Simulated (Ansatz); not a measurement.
# BAs at several levels of theory

One geometry, relaxed with PBE, and single points on it; plane waves with PAW potentials in Ansatz, scalar-relativistic unless the row names spin-orbit coupling. No spin polarisation. Meshes are on the primitive cell of 2 atoms. Gaps are the least over mesh and band path; pressure is positive in compression. Smearing is Gaussian, 0.02 eV. Stresses of the hybrids are converged loosely, to a few tenths of a GPa.

Space group F-43m (No. 216). a = 4.809 Å, b = 4.809 Å, c = 4.809 Å, α = 90.00°, β = 90.00°, γ = 90.00°
```tsv
atom	site	symmetry	x	y	z
B	4a	-43m	0.0000	0.0000	0.0000
As	4d	-43m	0.2500	0.2500	0.7500
```

```
level cutoff (eV) k mesh gap (eV) pressure (GPa) rough cost with bands (core-min)
HSE06          420   8×8×8      1.86            -3.2                                 7
 PBE0          420   8×8×8      2.52            -3.4                                 7
```